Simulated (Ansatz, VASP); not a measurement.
Two plane-wave programs on As

```
CELL_PARAMETERS angstrom
2.64849 0.00000 0.00000
0.00000 2.64849 0.00000
0.00000 0.00000 2.64849
ATOMIC_POSITIONS crystal
As 0.50000 0.50000 0.50000
```

This isn't the form of As at room conditions, which is rhombohedral.

Alike in both runs: task single point; functional LDA; k mesh 10 × 10 × 10; occupations fermi-dirac, width 0.05 eV; no spin polarisation.

|  | VASP | Ansatz |
| --- | --- | --- |
| version | VASP 6.6.1 | Ansatz 0.2.0 |
| potentials or method | VASP PAW LDA potentials, release 64 (As) | Ansatz PAW |
| plane-wave cutoff (eV) | 520 | 420 |
| valence electrons in the cell | 5 | 15 |

Ansatz gave:

| Quantity | Value |
| --- | --- |
| gap on the k mesh at the Fermi level (eV) | none |
| pressure (GPa) | 2.6 |

Question: Estimate VASP's values.

Answer: gap on the k mesh at the Fermi level (eV): none; pressure (GPa): 3.0.

A gap of «none» marks a metal or a gap that the smearing closes. The two sets of potentials don't hold the same shells in valence.

Caveats: the PAW data sets come from PBE, with cores solved anew for the run's functional, which leaves a small shift of forces and pressure (Ansatz).
